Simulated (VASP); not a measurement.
Input of a VASP 6.6.1 run:

The input INCAR:

```
PREC = Accurate
ENCUT = 600
EDIFF = 1E-7
ISMEAR = -1
SIGMA = 0.05
LREAL = False
LASPH = True
NELM = 80
ALGO = Fast
ISIF = 3
LWAVE = False
LCHARG = False
IBRION = 2
NSW = 40
EDIFFG = -0.01
```

The input KPOINTS:

```
regular mesh
0
Gamma
  12 12 12
```

The input POSCAR:

```
Mo
1.0
   -1.5838089719      1.5838089719      1.5838089719
    1.5838089719     -1.5838089719      1.5838089719
    1.5838089719      1.5838089719     -1.5838089719
Mo
1
Direct
    0.0000000000      0.0000000000      0.0000000000
```

Potentials or basis: VASP PAW LDA potentials, release 64 (Mo_sv).

Run with:

```console
$ cat potpaw_LDA.64/Mo_sv/POTCAR > POTCAR
$ mpirun -np 1 vasp_std > vasp.out
```

Q: Predict the relaxed volume.

A: 15.13 Å³/atom.

Q: Estimate the relaxed cell.

A: a = 2.698 Å, b = 2.698 Å, c = 2.698 Å, α = 109.47°, β = 109.47°, γ = 109.47°.

Q: Predict the space group after relaxing (to 0.05 Å).

A: Im-3m (No. 229).

Q: Predict the band gap on the k mesh.

A: None (metal or under the smearing width).

Final structure:
```
CELL_PARAMETERS angstrom
-1.55797 1.55797 1.55797
1.55797 -1.55797 1.55797
1.55797 1.55797 -1.55797
ATOMIC_POSITIONS crystal
Mo 0.00000 0.00000 0.00000
```
